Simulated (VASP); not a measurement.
# WS2 (P-3m1) in VASP: a series of runs, part 2 of 2

VASP 6.6.1.

### 5 Single point, PBE

Input file INCAR:

```
SYSTEM = WS2
ALGO = Normal
EDIFF = 1E-7
ENCUT = 520
GGA = PE
ISIF = 2
ISMEAR = -1
LASPH = .True.
LCHARG = .True.
LELF = .True.
LREAL = .False.
LVHAR = .True.
LWAVE = .False.
NBANDS = 20
NELM = 60
PREC = Accurate
SIGMA = 0.2
```

Input file KPOINTS:

```
k-points
0
Gamma
  6 6 4
  0 0 0
```

Input file POSCAR:

```
WS2
1.0
    3.2287644061      0.0000000000      0.0000000000
   -1.6143822031      2.7961919985      0.0000000000
    0.0000000000      0.0000000000      5.9936451124
W S
1 2
Direct
    0.0000000000      0.0000000000      0.0000000000
    0.3333333333      0.6666666667      0.2566832689
    0.6666666667      0.3333333333      0.7433167311
```

Potentials or basis: VASP PAW PBE potentials, release 64 (W_sv, S).

The run is started by

```sh
$ cat potpaw_PBE.64/W_sv/POTCAR potpaw_PBE.64/S/POTCAR > POTCAR
$ mpirun -np 1 vasp_std > vasp.out
```

OUTCAR:

```text
SYSTEM = WS2
   EDIFF = 1E-7
   ENCUT = 520
   GGA = PE
   ISIF = 2
   ISMEAR = -1
   LASPH = .True.
   LREAL = .False.
   NELM = 60
   PREC = Accurate

 ion  position               nearest neighbor table
   1  0.000  0.000  0.000-   2 2.42   3 2.42   3 2.42   2 2.42   3 2.42   2 2.42
   2  0.333  0.667  0.257-   1 2.42   1 2.42   1 2.42
   3  0.667  0.333  0.743-   1 2.42   1 2.42   1 2.42

  LATTYP: Found a hexagonal cell.
 ALAT       =     3.2287644061
 C/A-ratio  =     1.8563277956

  Lattice vectors:

 A1 = (   3.2287644061,   0.0000000000,   0.0000000000)
 A2 = (  -1.6143822031,   2.7961919985,   0.0000000000)
 A3 = (   0.0000000000,   0.0000000000,   5.9936451124)

Analysis of symmetry for initial positions (statically):
=====================================================================
 Subroutine PRICEL returns:
 Original cell was already a primitive cell.

 Routine SETGRP: Setting up the symmetry group for a
 hexagonal supercell.

 Subroutine GETGRP returns: Found 12 space group operations
 (whereof 12 operations were pure point group operations)
 out of a pool of 24 trial point group operations.

The static configuration has the point symmetry D_3d.

[... 159 lines left out ...]
  energy without entropy =      -22.68814445  energy(sigma->0) =      -22.76262976

 E-fermi :   7.4310     XC(G=0): -10.8926

 val. band max:        7.2445730454   @ k =   0.0000   0.0000   0.2500
 cond. band min:       7.5090469798   @ k =   0.1667   0.1667   0.5000
 fundamental gap:      0.2644739344
 Fermi energy:         7.4310245962

 k-point     1 :       0.0000    0.0000    0.0000
  band No.  band energies     occupation
      1     -67.4544      2.00000
      2     -31.6143      2.00000
      3     -31.6143      2.00000
      4     -31.5813      2.00000
      5      -8.1042      2.00000
      6      -6.1400      2.00000
[... 541 lines left out ...]
     19      14.9803      0.00000
     20      15.3816      0.00000

------------------------ aborting loop because EDIFF is reached ----------------------------------------

  FORCE on cell =-STRESS in cart. coord.  units (eV):
  Direction    XX          YY          ZZ          XY          YZ          ZX
  --------------------------------------------------------------------------------------
  -------------------------------------------------------------------------------------
  Total        0.7999218      0.7999218      1.8048867     -0.0000000      0.0000000     -0.0000000
  in kB       23.6844751     23.6844751     53.4399646     -0.0000000      0.0000000     -0.0000000
  external PRESSURE =      33.6029716 kB  Pullay stress =       0.0000000 kB

 VOLUME and BASIS-vectors are now :
 -----------------------------------------------------------------------------
  energy-cutoff  :      520.00
  volume of cell :       54.11
      direct lattice vectors                 reciprocal lattice vectors
     3.228764406  0.000000000  0.000000000     0.309716001  0.178814617  0.000000000
    -1.614382203  2.796191998  0.000000000     0.000000000  0.357629233  0.000000000
     0.000000000  0.000000000  5.993645112     0.000000000  0.000000000  0.166843378

 POSITION                                       TOTAL-FORCE (eV/Angst)
 -----------------------------------------------------------------------------------
      0.00000      0.00000      0.00000         0.000000     -0.000000      0.000000
     -0.00000      1.86413      1.53847        -0.000000      0.000000      0.309423
      1.61438      0.93206      4.45518         0.000000     -0.000000     -0.309423
 -----------------------------------------------------------------------------------
    total drift:                                0.000000      0.000000     -0.000000

  FREE ENERGIE OF THE ION-ELECTRON SYSTEM (eV)
  ---------------------------------------------------
  free  energy   TOTEN  =       -22.8371150673 eV

  energy  without entropy=      -22.6881444508  energy(sigma->0) =      -22.76262976
```

OSZICAR:

```text
N       E                     dE             d eps       ncg     rms          rms(c)
DAV:   1     0.200944811250E+03    0.20094E+03   -0.12889E+04   960   0.129E+03
DAV:   2    -0.135794342319E+02   -0.21452E+03   -0.20721E+03  1120   0.342E+02
DAV:   3    -0.241819542169E+02   -0.10603E+02   -0.10457E+02  1196   0.717E+01
DAV:   4    -0.243484466739E+02   -0.16649E+00   -0.16624E+00  1124   0.950E+00
DAV:   5    -0.243513232006E+02   -0.28765E-02   -0.28763E-02  1216   0.132E+00    0.252E+01
DAV:   6    -0.230576660223E+02    0.12937E+01   -0.87411E+00  1044   0.183E+01    0.109E+01
DAV:   7    -0.229000267465E+02    0.15764E+00   -0.20188E+00  1008   0.754E+00    0.588E+00
DAV:   8    -0.228377966151E+02    0.62230E-01   -0.35841E-01  1096   0.371E+00    0.129E+00
DAV:   9    -0.228374051595E+02    0.39146E-03   -0.12164E-02  1088   0.796E-01    0.490E-01
DAV:  10    -0.228371410395E+02    0.26412E-03   -0.42830E-03  1092   0.439E-01    0.744E-02
DAV:  11    -0.228371029622E+02    0.38077E-04   -0.83984E-04  1064   0.184E-01    0.647E-02
DAV:  12    -0.228371052267E+02   -0.22645E-05   -0.84306E-05  1100   0.652E-02    0.166E-02
DAV:  13    -0.228371153918E+02   -0.10165E-04   -0.15444E-05  1104   0.267E-02    0.105E-02
DAV:  14    -0.228371150384E+02    0.35338E-06   -0.11922E-06  1100   0.617E-03    0.418E-03
DAV:  15    -0.228371150673E+02   -0.28915E-07   -0.53681E-07  1072   0.459E-03
   1 F= -.22837115E+02 E0= -.22762630E+02  d E =-.148971E+00
```

stdout:

```text
POSCAR found type information on POSCAR W S
 POSCAR found :  2 types and       3 ions
 scaLAPACK will be used
 LDA part: xc-table for (Slater+PW92), standard interpolation
 POSCAR, INCAR and KPOINTS ok, starting setup
 FFT: planning ... GRIDC
 FFT: planning ... GRID_SOFT
 FFT: planning ... GRID
 WAVECAR not read
 entering main loop
```

Wall time 10 s (1 thread of Intel Xeon 6975P-C (Granite Rapids), shared host); peak memory 0.17 GiB.

Results:

```
Free energy            : -22.8371 eV
Pressure               : 3.4 GPa
Largest force          : 0.309 eV/Å
Band gap on the k mesh : none (metal or under the smearing width)
```

Forces on the atoms (eV/Å):
```
W    0.000  0.000  0.000
S    0.000  0.000  0.309
S    0.000  0.000 -0.309
```

Caveat: the k mesh is coarse (spacing up to 0.37 Å⁻¹), so the values aren't converged; this functional lacks dispersion, which binds the layers, so the pressure and a relaxed spacing across them are unreliable. Spin-orbit coupling is left out, which matters for the levels of W.

### 6 The runs side by side

| level | k mesh | smearing | exchange at q = 0 | grid for exact exchange (PRECFOCK) | screening parameter | gap on the mesh (eV) | pressure (GPa) | largest force (eV/Å) |
| --- | --- | --- | --- | --- | --- | --- | --- | --- |
| HSE06 | 6 × 6 × 2 | fermi-dirac 0.02 eV | truncated | Normal | 0.2079 1/A | none | -1.7 | 0.25 |
| PBE | 6 × 6 × 4 | fermi-dirac 0.02 eV | - | - | - | none | 3.0 | 0.26 |
| PBE | 6 × 6 × 4 | fermi-dirac 0.05 eV | - | - | - | none | 3.0 | 0.27 |
| PBE | 6 × 6 × 4 | fermi-dirac 0.2 eV | - | - | - | none | 3.4 | 0.31 |

Alike in all rows: task single point; potentials or basis VASP PAW PBE potentials, release 64 (W_sv, S); no spin polarisation; cell as given; cutoff (eV) 520; the mesh is coarse, so values aren't converged.

Caveats: all runs use coarse meshes; this functional lacks dispersion, which binds the layers, so the pressure and a relaxed spacing across them are unreliable; the PAW data sets were made with another functional, which shifts forces and pressure a little (some runs).

Total energies depend on the potentials used, so only differences within one code and one set of settings carry meaning.
